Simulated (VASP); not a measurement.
# VASP 6.6.1, r²SCAN single-point calculation, CaO (strained rocksalt)

INCAR

```
LCHARG = .TRUE.
NELM = 120
ISIF = 2
LELF = .TRUE.
NSW = 0
ALGO = Normal
NBANDS = 15
LWAVE = .FALSE.
LASPH = .TRUE.
IBRION = -1
ISMEAR = 0
LREAL = .FALSE.
PREC = Accurate
SIGMA = 0.01
METAGGA = R2SCAN
EDIFF = 1E-7
ENCUT = 520
```

KPOINTS

```
KPOINTS created by Atomic Simulation Environment
0
Gamma
10 10 10
0 0 0
```

KPOINTS_OPT

```
special points
7
Reciprocal
0.0000000000 0.0000000000 0.0000000000 1
0.5000000000 0.0000000000 0.5000000000 1
0.6250000000 0.2500000000 0.6250000000 1
0.3750000000 0.3750000000 0.7500000000 1
0.5000000000 0.5000000000 0.5000000000 1
0.5000000000 0.2500000000 0.7500000000 1
0.0000000000 0.5000000000 0.5000000000 1
```

POSCAR

```
Ca O
 1.0000000000000000
     0.0000000000000000    2.3495991112999999    2.3495991112999999
     2.3495991112999999    0.0000000000000000    2.3495991112999999
     2.3495991112999999    2.3495991112999999    0.0000000000000000
 Ca  O
   1   1
Cartesian
  0.0000000000000000  0.0000000000000000  0.0000000000000000
  2.3495991112999999  2.3495991112999999  2.3495991112999999
```

VASP ran with the recommended PBE PAW datasets (16 valence electrons in the cell).

Command

```
mpirun -np 1 vasp_std
```

OSZICAR

```
N       E                     dE             d eps       ncg     rms          rms(c)
DAV:   1     0.122576866755E+03    0.12258E+03   -0.85846E+03  1410   0.112E+03
DAV:   2    -0.197603438862E+02   -0.14234E+03   -0.13353E+03  1725   0.307E+02
DAV:   3    -0.251239942253E+02   -0.53637E+01   -0.53193E+01  1824   0.622E+01
DAV:   4    -0.252643628977E+02   -0.14037E+00   -0.14031E+00  1695   0.925E+00
DAV:   5    -0.252678938374E+02   -0.35309E-02   -0.35308E-02  1691   0.128E+00    0.772E+00
DAV:   6    -0.192841544873E+02    0.59837E+01   -0.34076E+00  1879   0.233E+01    0.256E+00
DAV:   7    -0.194010229015E+02   -0.11687E+00   -0.50714E-01  1466   0.524E+00    0.191E+00
DAV:   8    -0.194328770503E+02   -0.31854E-01   -0.16531E-01  1523   0.468E+00    0.131E+00
DAV:   9    -0.194005560948E+02    0.32321E-01   -0.79536E-02  1481   0.301E+00    0.141E-01
DAV:  10    -0.194000151311E+02    0.54096E-03   -0.40280E-03  1592   0.636E-01    0.756E-02
DAV:  11    -0.194001814324E+02   -0.16630E-03   -0.66967E-04  1634   0.236E-01    0.556E-02
DAV:  12    -0.194001052640E+02    0.76168E-04   -0.17107E-04  1732   0.120E-01    0.554E-03
DAV:  13    -0.194001069928E+02   -0.17289E-05   -0.10868E-05  1719   0.323E-02    0.568E-03
DAV:  14    -0.194001071164E+02   -0.12356E-06   -0.20721E-07  1740   0.392E-03    0.376E-03
DAV:  15    -0.194001067713E+02    0.34510E-06   -0.93130E-07  1515   0.817E-03    0.137E-03
DAV:  16    -0.194001067350E+02    0.36293E-07   -0.71051E-08   873   0.255E-03
   1 F= -.19400107E+02 E0= -.19400107E+02  d E =-.121340-147
       N       E                     dE             ncg
DAV:   1     0.776974179330E+03   -0.45763E+04      210
DAV:   2    -0.130997009579E+03   -0.90797E+03      252
DAV:   3    -0.163808057986E+03   -0.32811E+02      267
DAV:   4    -0.164721868335E+03   -0.91381E+00      278
DAV:   5    -0.164727257074E+03   -0.53887E-02      281
DAV:   6    -0.164727337239E+03   -0.80165E-04      255
DAV:   7    -0.164727338594E+03   -0.13552E-05      265
DAV:   8    -0.164727338628E+03   -0.33726E-07      169
```

From OUTCAR

```
k-points           NKPTS =     47   k-points in BZ     NKDIM =     47   number of bands    NBANDS=     15

   NELECT =      16.0000    total number of electrons

   dimension x,y,z NGX =    28 NGY =   28 NGZ =   28
   dimension x,y,z NGXF=    56 NGYF=   56 NGZF=   56

  energy-cutoff  :      520.00
  volume of cell :       25.94
      direct lattice vectors                 reciprocal lattice vectors
     0.000000000  2.349599111  2.349599111    -0.212802260  0.212802260  0.212802260
     2.349599111  0.000000000  2.349599111     0.212802260 -0.212802260  0.212802260
     2.349599111  2.349599111  0.000000000     0.212802260  0.212802260 -0.212802260

 k-points in reciprocal lattice and weights: KPOINTS created by Atomic Simulation Env
   0.00000000  0.00000000  0.00000000       0.001
   0.10000000  0.00000000  0.00000000       0.008
   0.20000000  0.00000000  0.00000000       0.008
   0.30000000  0.00000000  0.00000000       0.008
   0.40000000  0.00000000  0.00000000       0.008
   0.50000000  0.00000000  0.00000000       0.004
   0.10000000  0.10000000  0.00000000       0.006
   0.20000000  0.10000000  0.00000000       0.024
   ...

 E-fermi :   2.5919

 k-point     1 :       0.0000    0.0000    0.0000
  band No.  band energies     occupation
      1     -36.3688      2.00000
      2     -16.2054      2.00000
      3     -16.2054      2.00000
      4     -16.2054      2.00000
      5     -14.1950      2.00000
      6       2.4104      2.00000
      7       2.4104      2.00000
      8       2.4104      2.00000
      9       8.4338      0.00000
     10       9.4262      0.00000
     11       9.4262      0.00000
     12       9.4262      0.00000
     13      11.1432      0.00000
     14      11.1432      0.00000
     15      18.6307      0.00000

 k-point     2 :       0.1000    0.0000    0.0000
  band No.  band energies     occupation
      1     -36.3558      2.00000
      2     -16.4423      2.00000
      3     -16.2111      2.00000
      4     -16.2111      2.00000
      5     -13.9546      2.00000
      6       2.0506      2.00000
      7       2.2550      2.00000
      8       2.2550      2.00000
      9       8.8958      0.00000
     10       9.3933      0.00000
     11       9.6170      0.00000
     12       9.6170      0.00000
     13      11.4168      0.00000
     14      11.4168      0.00000
     15      19.0949      0.00000

 k-point     3 :       0.2000    0.0000    0.0000
  band No.  band energies     occupation
      1     -36.3216      2.00000
      2     -16.9148      2.00000
      3     -16.2261      2.00000
      4     -16.2261      2.00000
      5     -13.4727      2.00000
      6       1.2534      2.00000
      7       1.8822      2.00000
      8       1.8822      2.00000
      9       9.3901      0.00000
     10      10.0212      0.00000
     11      10.1453      0.00000
     12      10.1453      0.00000
     13      12.1258      0.00000
     14      12.1258      0.00000
     15      19.8652      0.00000

 k-point     4 :       0.3000    0.0000    0.0000
  band No.  band energies     occupation
      1     -36.2790      2.00000
      2     -17.3626      2.00000
      3     -16.2444      2.00000
      4     -16.2444      2.00000
      5     -13.0112      2.00000
      6       0.4343      2.00000
      7       1.4740      2.00000
      8       1.4740      2.00000
      9       9.6679      0.00000
     10      10.8758      0.00000
     11      10.8759      0.00000
     12      11.2130      0.00000
     13      13.0236      0.00000
     14      13.0236      0.00000
     15      19.6276      0.00000

 k-point     5 :       0.4000    0.0000    0.0000
  band No.  band energies     occupation
      1     -36.2441      2.00000
      2     -17.6680      2.00000
      3     -16.2591      2.00000
      4     -16.2591      2.00000
      5     -12.6927      2.00000
      6      -0.1493      2.00000
      7       1.1757      2.00000
      8       1.1757      2.00000
      9      10.1470      0.00000
     10      11.5524      0.00000
     11      11.5524      0.00000
     12      11.9935      0.00000
     13      13.8332      0.00000
     14      13.8332      0.00000
     15      18.8905      0.00000

 k-point     6 :       0.5000    0.0000    0.0000
  band No.  band energies     occupation
      1     -36.2307      2.00000
      2     -17.7755      2.00000
      3     -16.2647      2.00000
      4     -16.2647      2.00000
      5     -12.5794      2.00000
      6      -0.3589      2.00000
      7       1.0680      2.00000
      8       1.0680      2.00000
      9      10.4364      0.00000
     10      11.8360      0.00000
     11      11.8360      0.00000
     12      12.1788      0.00000
     13      14.1926      0.00000
     14      14.1926      0.00000
     15      18.6173      0.00000

 k-point     7 :       0.1000    0.1000    0.0000
  band No.  band energies     occupation
      1     -36.3516      2.00000
      2     -16.4621      2.00000
      3     -16.2325      2.00000
      4     -16.2325      2.00000
      5     -13.9029      2.00000
      6       1.7844      2.00000
      7       2.3264      2.00000
      8       2.3264      2.00000
      9       8.9612      0.00000
     10       9.0308      0.00000
     11       9.8472      0.00000
     12       9.8472      0.00000
     13      11.2524      0.00000
     14      11.7681      0.00000
     15      19.2616      0.00000

 k-point     8 :       0.2000    0.1000    0.0000
  band No.  band energies     occupation
      1     -36.3246      2.00000
      2     -16.7981      2.00000
      3     -16.2603      2.00000
      4     -16.2439      2.00000
      5     -13.5674      2.00000
      6       1.2064      2.00000
      7       2.0506      2.00000
      8       2.1233      2.00000
      9       8.8288      0.00000
     10       9.6995      0.00000
     11      10.3067      0.00000
     12      10.3855      0.00000
     13      11.6175      0.00000
     14      12.5099      0.00000
     15      19.9960      0.00000

 k-point     9 :       0.3000    0.1000    0.0000
  band No.  band energies     occupation
      1     -36.2849      2.00000
      2     -17.2085      2.00000
      3     -16.2836      2.00000
      4     -16.2603      2.00000
      5     -13.1707      2.00000
      6       0.6007      2.00000
      7       1.5840      2.00000
      8       1.7595      2.00000
      9       8.9985      0.00000
     10      10.7280      0.00000
     11      10.9606      0.00000
     12      11.0913      0.00000
     13      12.3795      0.00000
     14      13.3509      0.00000
     15      20.0270      0.00000

 k-point    10 :       0.4000    0.1000    0.0000
  band No.  band energies     occupation
      1     -36.2475      2.00000
      2     -17.5321      2.00000
      3     -16.2936      2.00000
      4     -16.2889      2.00000
      5     -12.8545      2.00000
      6       0.0984      2.00000
      7       1.2224      2.00000
      8       1.3970      2.00000
      9       9.5302      0.00000
     10      11.1572      0.00000
     11      11.7121      0.00000
     12      12.0651      0.00000
     13      13.2972      0.00000
     14      14.0576      0.00000
     15      19.1291      0.00000

 k-point    11 :       0.5000    0.1000    0.0000
  band No.  band energies     occupation
      1     -36.2270      2.00000
      2     -17.6937      2.00000
      3     -16.3185      2.00000
      4     -16.2867      2.00000
      5     -12.6906      2.00000
      6      -0.1771      2.00000
      7       1.0951      2.00000
      8       1.1574      2.00000
      9      10.2148      0.00000
     10      11.1011      0.00000
     11      11.9360      0.00000
     12      12.7410      0.00000
     13      14.0149      0.00000
     14      14.4521      0.00000
     15      18.5472      0.00000

 k-point    12 :      -0.4000    0.1000    0.0000
  band No.  band energies     occupation
      1     -36.2314      2.00000
      2     -17.6638      2.00000
      3     -16.3368      2.00000
      4     -16.2655      2.00000
      5     -12.7111      2.00000
      6      -0.1390      2.00000
      7       1.1051      2.00000
      8       1.2109      2.00000
      9      10.2147      0.00000
     10      11.1425      0.00000
     11      11.6178      0.00000
     12      12.6010      0.00000
     13      14.1353      0.00000
     14      14.2271      0.00000
     15      18.6615      0.00000

 k-point    13 :      -0.3000    0.1000    0.0000
  band No.  band energies     occupation
      1     -36.2590      2.00000
      2     -17.4497      2.00000
      3     -16.3344      2.00000
      4     -16.2380      2.00000
      5     -12.9150      2.00000
      6       0.2198      2.00000
      7       1.2535      2.00000
      8       1.5222      2.00000
      9       9.6426      0.00000
     10      10.9397      0.00000
     11      11.1394      0.00000
     12      11.8245      0.00000
     13      13.3662      0.00000
     14      13.6667      0.00000
     15      19.4126      0.00000

 ...

  Total        1.5317901      1.5317901      1.5317901      0.0000000      0.0000000     -0.0000000
  in kB       94.6016100     94.6016100     94.6016100      0.0000000      0.0000000     -0.0000000
  external PRESSURE =      94.6016100 kB  Pullay stress =       0.0000000 kB

 POSITION                                       TOTAL-FORCE (eV/Angst)
 -----------------------------------------------------------------------------------
      0.00000      0.00000      0.00000        -0.000000     -0.000000     -0.000000
      2.34960      2.34960      2.34960         0.000000      0.000000      0.000000
 -----------------------------------------------------------------------------------
    total drift:                                0.000000      0.000000      0.000000

  FREE ENERGIE OF THE ION-ELECTRON SYSTEM (eV)
  ---------------------------------------------------
  free  energy   TOTEN  =       -19.4001067350 eV

  energy  without entropy=      -19.4001067350  energy(sigma->0) =      -19.40010674
```

* gap between bands v and c: 4.16 eV
* least direct gap: 4.51 eV
* pressure: 9.5 GPa

Band v is the last that the valence electrons fill when counted band by band, and c is the next.

The run took about 72 s on one core of a shared host (Intel Xeon Platinum 8488C) and held 0.19 GiB at most.
